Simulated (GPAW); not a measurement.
Here is a GPAW 26.7.0 calculation.

File run.py:

```python
from ase.calculators.mixing import SumCalculator
from ase.filters import FrechetCellFilter
from ase.io import read, write
from ase.optimize import BFGS
from dftd3.ase import DFTD3
from gpaw import GPAW, PW

atoms = read('CdS.xyz')

calc = GPAW(mode=PW(600),
            xc='RPBE',
            kpts={'size': (8, 8, 8), 'gamma': True},
            occupations={'name': 'fermi-dirac', 'width': 0.05},
            nbands=18,
            convergence={'density': 1e-05, 'forces': 0.0001},
            maxiter=150,
            txt='gpaw.txt')
atoms.calc = SumCalculator([calc, DFTD3(method='rpbe', damping='d3bj')])
opt = BFGS(FrechetCellFilter(atoms), trajectory='relax.traj', logfile='-')
done = opt.run(fmax=0.01, steps=40)
calc.write('gs.gpw')
write('result.traj', atoms)
print('Converged:', done)
print('Cell:', atoms.cell.cellpar().round(4))
print('Volume:', round(atoms.get_volume(), 4))
print(atoms.get_scaled_positions().round(5))
```

CdS.xyz

```xyz
2
Lattice="0.0000000000 2.9165000000 2.9165000000 2.9165000000 0.0000000000 2.9165000000 2.9165000000 2.9165000000 0.0000000000" Properties=species:S:1:pos:R:3 pbc="T T T"
Cd     0.0000000000      0.0000000000      0.0000000000
S      4.3747500000      4.3747500000      4.3747500000
```

Potentials or basis: the program's PAW data sets (release 1.2.1) made for this functional, pw.

Command:

```console
$ OMP_NUM_THREADS=1 python run.py
```

Question: Estimate the space group after relaxing (to 0.05 Å).

Answer: F-43m (No. 216).

Question: Estimate the dispersion energy per atom.

Answer: -1.255 eV.

Question: What does it give for the band gap on the k mesh?

Answer: 1.44 eV, direct.

Final structure:
```xyz
2
Lattice="0.0000 2.8540 2.8540 2.8540 0.0000 2.8540 2.8540 2.8540 0.0000" Properties=species:S:1:pos:R:3 pbc="T T T"
Cd    0.0000    0.0000    0.0000
S     4.2810    4.2810    4.2810
```

Caveat: later steps reuse the first step's grids.
